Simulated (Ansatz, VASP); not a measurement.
One calculation of BN, two programs

```xyz
2
Lattice="1.2256 0.7076 3.3041 -1.2256 0.7076 3.3041 0.0000 -1.4152 3.3041" Properties=species:S:1:pos:R:3 pbc="T T T"
N     0.0000    0.0000    6.6138
B     0.0000    0.0000    0.0033
```

Change from the starting cell: volume scaled by 0.94.

Alike in both runs: task single point; functional PBEsol; k mesh 12 × 12 × 12; occupations fermi-dirac, width 0.05 eV; no spin polarisation.

```csv
,VASP,Ansatz
version,VASP 6.6.1,Ansatz 0.2.0
potentials or method,"VASP PAW PBE potentials, release 64 (N, B), cutoff 520 eV","all-electron LAPW, scalar-relativistic"
```

Ansatz gave:

* gap on the k mesh at the Fermi level (eV): 4.25
* least direct gap on the mesh (eV): 4.79
* pressure (GPa): 17.3
* largest component of the traceless stress (GPa): 16.37

Problem. What did VASP give for the same quantities?

Solution. gap on the k mesh at the Fermi level (eV): 4.24; least direct gap on the mesh (eV): 4.79; pressure (GPa): 17.7; largest component of the traceless stress (GPa): 16.91.

Ansatz ran all-electron here, so the differences hold the error of VASP's frozen core and of both bases.

Caveats: so large a pressure means that the cell lies far from this level's equilibrium, or that cutoff or potentials fall short (VASP); the potentials were made for another functional, which shifts forces and pressure (VASP). A k mesh can miss the band edges.
